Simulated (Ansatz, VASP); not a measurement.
## One calculation of MgH2, two programs

```xyz
6
Lattice="0.0000 3.0975 3.0975 3.0975 0.0000 3.0975 3.0975 3.0975 0.0000" Properties=species:S:1:pos:R:3 pbc="T T T"
Mg    0.0000    0.0000    0.0000
Mg    1.5488    1.5488    1.5488
H     3.8719    3.8719    3.8719
H     3.8719    2.3232    2.3232
H     2.3232    2.3232    3.8719
H     2.3232    3.8719    2.3232
```

Alike in both runs: task relaxation of cell and atoms; functional PBE; k mesh 6 × 6 × 6; occupations gaussian, width 0.1 eV; no spin polarisation.

|  | VASP | Ansatz |
| --- | --- | --- |
| version | VASP 6.6.1 | Ansatz 0.2.0 |
| potentials or method | VASP PAW PBE potentials, release 64 (Mg, H) | scalar-relativistic, plane waves, PAW |
| plane-wave cutoff (eV) | 600 | 420 |
| valence electrons in the cell | 8 | 24 |

```csv
,VASP,Ansatz,Ansatz less VASP
"gap on the k mesh at the Fermi level, each at its own relaxed structure (eV)",none,none,-
relaxed volume (Å³/atom),8.83,8.76,-0.066
relaxed cell length with the largest relative difference (Å),4.216,4.205,-0.0105
energy change over the relaxation (meV/atom),-23,-22,+0.9
```

A gap of «none» marks a metal or a gap that the smearing closes. The two sets of potentials don't hold the same shells in valence.
